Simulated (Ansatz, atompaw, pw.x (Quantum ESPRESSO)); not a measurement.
## Equation-of-state test of one PAW (atompaw) potential (barium (Ba))

```json
{
  "Element": "Ba",
  "Generator": "atompaw 4.2.0.5",
  "Type": "PAW",
  "Functional": "PBE",
  "Relativity": "scalar-relativistic",
  "Frozen core": "[Kr] 4d10",
  "Valence charge": "10",
  "Reference configuration": "5s2 5p6 5d0 6s2 6p0",
  "Partial waves": "5s (bound): rc 2.35 bohr; 6s (bound): rc 2.80 bohr; 5p (bound): rc 3.00 bohr; 6p (bound, empty): rc 2.65 bohr; 5d (bound, empty): rc 3.00 bohr; 5d channel at 3.6 Ry: rc 3.00 bohr",
  "Local potential": "bessel scheme, radius 2.80 bohr",
  "Core correction": "smooth core density matched at 1.60 bohr",
  "Augmentation charge": "gaussian compensation charge, radius 2.85 bohr; PAW radius 3.00 bohr; waves and projectors: custom rrkj vanderbiltortho"
}
```

Crystal test: diamond Ba in pw.x 7.5, no spin, 8³ k-points, Fermi–Dirac smearing 0.01 Ry, cutoffs 40/400 Ry. The lattice is a test structure that the element need not adopt, and mesh and smearing are coarse.

pw.x input:

```
&control
  calculation='scf', prefix='x', pseudo_dir='./', outdir='./tmp', tstress=.true., disk_io='none'
/
&system
  ibrav=0, nat=2, ntyp=1, ecutwfc=40, ecutrho=400, nbnd=18,
  occupations='smearing', smearing='fd', degauss=0.01
/
&electrons
  conv_thr=1e-09, mixing_beta=0.4, electron_maxstep=70
/
ATOMIC_SPECIES
Ba 1.0 Ba.UPF
CELL_PARAMETERS angstrom
  0.00000000 3.86804928 3.86804928
  3.86804928 0.00000000 3.86804928
  3.86804928 3.86804928 0.00000000
ATOMIC_POSITIONS crystal
Ba 0.0000 0.0000 0.0000
Ba 0.2500 0.2500 0.2500
K_POINTS automatic
8 8 8 0 0 0
```

```bash
pw.x < Ba.scf.in > Ba.scf.out
```

Task: How does the run end?

Result: It converges; the pressure is 0.63 GPa against -0.01 GPa from all-electron LAPW. This is a poor potential for the solid. The log shows:

```
     number of electrons       =        20.00
     number of Kohn-Sham states=           18
     kinetic-energy cutoff     =      40.0000  Ry
     charge density cutoff     =     400.0000  Ry
     scf convergence threshold =      1.0E-09
     Exchange-correlation= SLA PW PBX PBC
     number of k points=    29  Fermi-Dirac smearing, width (Ry)=  0.0100
     iteration #  1     ecut=    40.00 Ry     beta= 0.40
     total energy              =    -872.21480556 Ry
     estimated scf accuracy    <       0.02805531 Ry
     iteration #  2     ecut=    40.00 Ry     beta= 0.40
     total energy              =    -872.21321222 Ry
     estimated scf accuracy    <       0.00885382 Ry
     iteration #  3     ecut=    40.00 Ry     beta= 0.40
     total energy              =    -872.21388022 Ry
     estimated scf accuracy    <       0.00007280 Ry
     iteration #  4     ecut=    40.00 Ry     beta= 0.40
     c_bands:  2 eigenvalues not converged
     total energy              =    -872.21400907 Ry
     estimated scf accuracy    <       0.00001077 Ry
     [... 2 iterations left out ...]
     iteration #  7     ecut=    40.00 Ry     beta= 0.40
     total energy              =    -872.21401173 Ry
     estimated scf accuracy    <          3.1E-09 Ry
     iteration #  8     ecut=    40.00 Ry     beta= 0.40
     total energy              =    -872.21401172 Ry
     estimated scf accuracy    <          7.0E-09 Ry
     iteration #  9     ecut=    40.00 Ry     beta= 0.40
     total energy              =    -872.21401173 Ry
     estimated scf accuracy    <          3.3E-09 Ry
     iteration # 10     ecut=    40.00 Ry     beta= 0.40
     the Fermi energy is     6.0355 ev
!    total energy              =    -872.21401173 Ry
     estimated scf accuracy    <          2.2E-10 Ry
     smearing contrib. (-TS)   =      -0.01212642 Ry
     convergence has been achieved in  10 iterations
          total   stress  (Ry/bohr**3)                   (kbar)     P=        6.34
     Message from routine punch:
     Nothing written, as per user request (disk_io='none')
```
